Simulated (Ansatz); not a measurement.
Rows from a G0W0 calculation on AlP (zincblende (110) film, 3 layers) (Ansatz 0.2.0; G0W0 on LDA, plane waves, PAW; PAW set soft_1; 4×2×1 mesh, 533 empty bands, screening to 50 eV, PAW set soft_1 files), in eV. Spin-orbit coupling is left out.

| row | k | band | start | Σx | Σc at the solution | Vxc |
| --- | --- | --- | --- | --- | --- | --- |
| A | (-0.500, 0.000, 0.000) | v1 | -5.854 | -14.724 | 1.760 | -12.590 |
| B | (0.000, -0.500, 0.000) | v1 | -5.712 | -15.070 | 1.652 | -13.098 |
| C | (0.000, -0.500, 0.000) | c1 | -3.923 | -5.881 | -3.596 | -10.154 |
| D | (-0.500, 0.000, 0.000) | c2 | -3.360 | -5.734 | -3.642 | -10.077 |
| E | (0.000, -0.500, 0.000) | c2 | -2.944 | -6.849 | -3.771 | -11.416 |
| F | (-0.500, 0.000, 0.000) | c1 | -5.403 | -5.957 | -3.110 | -9.619 |

Question: Work out each quasiparticle level and how far it moved.

The quasiparticle equation reads E = start + Σx + Σc(E) − Vxc.

| row | E (eV) | shift (eV) |
| --- | --- | --- |
| A | -6.228 | −0.373 |
| B | -6.032 | −0.320 |
| C | -3.245 | +0.677 |
| D | -2.659 | +0.701 |
| E | -2.148 | +0.796 |
| F | -4.851 | +0.552 |

The gap over the computed points goes from 0.31 eV to 1.18 eV.

Limits: not at the basis limit; coarse mesh for a sheet.

[Runs of the session that timed out or met a known fault of the program may be left out.]

[Cells called generated may have been cut or substituted from an entry of the Crystallography Open Database or the Materials Project.]

[Hosts, paths, dates, database ids (printed as entryN), source tags and the programs' standing remarks are cut or masked in the printed files.]
